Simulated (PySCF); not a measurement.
## Where the electron goes

Compound: ethoxy ethane, C4H10O.
Cartesian coordinates in Å at the PBE0-D3(BJ)/def2-SVP level; atoms count from 1:
```
atom  x, y, z in Å
C1    -2.054    1.239    0.214
C2    -0.550    1.115    0.198
O3    -0.203   -0.217   -0.041
C4     1.176   -0.444   -0.076
C5     1.428   -1.910   -0.336
H6    -2.358    2.280    0.399
H7    -2.484    0.603    1.002
H8    -2.476    0.917   -0.750
H9    -0.123    1.459    1.164
H10   -0.116    1.774   -0.585
H11    1.650    0.176   -0.866
H12    1.642   -0.135    0.884
H13    0.978   -2.524    0.459
H14    2.507   -2.120   -0.372
H15    0.981   -2.212   -1.294
```

Computed with TDDFT CAM-B3LYP/def2-SVPD, vertical, gas phase, core orbitals frozen in the response in PySCF.

Kohn–Sham orbitals with the atoms that hold most of them (Löwdin shares over 4%, at most four atoms; ? is withheld):

```tsv
orbital	ε (eV)	atoms
HOMO-3	-11.53	C1 19%, C5 19%, C2 18%, C4 18%
HOMO-2	-10.98	C1 14%, C5 13%, C2 13%, C4 13%
HOMO-1	-10.51	O3 49%, C4 12%, C2 12%, C5 6%
HOMO	-8.82	?
LUMO	1.45	?
LUMO+1	1.80	C5 17%, C1 17%, H14 10%, H6 10%
LUMO+2	2.16	O3 11%, C1 9%, C5 9%, H12 7%
```

**Question.** Which atoms hold the LUMO, and with what shares?

**Answer.** C2 (bonded to C, O and 2 H) 15%; C4 (bonded to C, O and 2 H) 15%; C1 (bonded to C and 3 H) 10%; C5 (bonded to C and 3 H) 10%.

**Question.** Give the leading atoms of the HOMO.

**Answer.** O3 (bonded to 2 C) 56%; C2 (bonded to C, O and 2 H) 10%; C4 (bonded to C, O and 2 H) 10%; H11 (bonded to C) 5%. By element: oxygen 56%, carbon 21% or more, hydrogen 5% or more.

**Question.** The HOMO–LUMO gap is 10.27 eV. Where does the response calculation put the lowest singlet, and from which orbitals?

**Answer.** S1 is at 7.15 eV (f = 0.029), 3.12 eV below the gap, made of HOMO→LUMO (90%). 

**Question.** One configuration dominates each of S1, S2, S6 and S8. Which, and how do the shares of the two leading atoms of either orbital change from the occupied to the empty one?

**Answer.** 
- S1 (7.15 eV, f 0.029), HOMO→LUMO (90%): O3 56% → at most 11%, C2 10% → 15%, C4 10% → 15%
- S2 (7.93 eV, f 0.0000), HOMO→LUMO+1 (90%): O3 56% → at most 10%, C2 10% → at most 10%, C5 at most 5% → 17%, C1 at most 5% → 17%
- S6 (9.02 eV, f 0.015), HOMO-1→LUMO (89%): O3 49% → at most 11%, C4 12% → 15%, C2 12% → 15%
- S8 (9.43 eV, f 0.0000), HOMO-2→LUMO (82%): C1 14% → 10%, C5 13% → 10%, C2 13% → 15%, C4 13% → 15%

Löwdin shares depend on the basis, the more so with diffuse functions.

One conformer stands for the species.
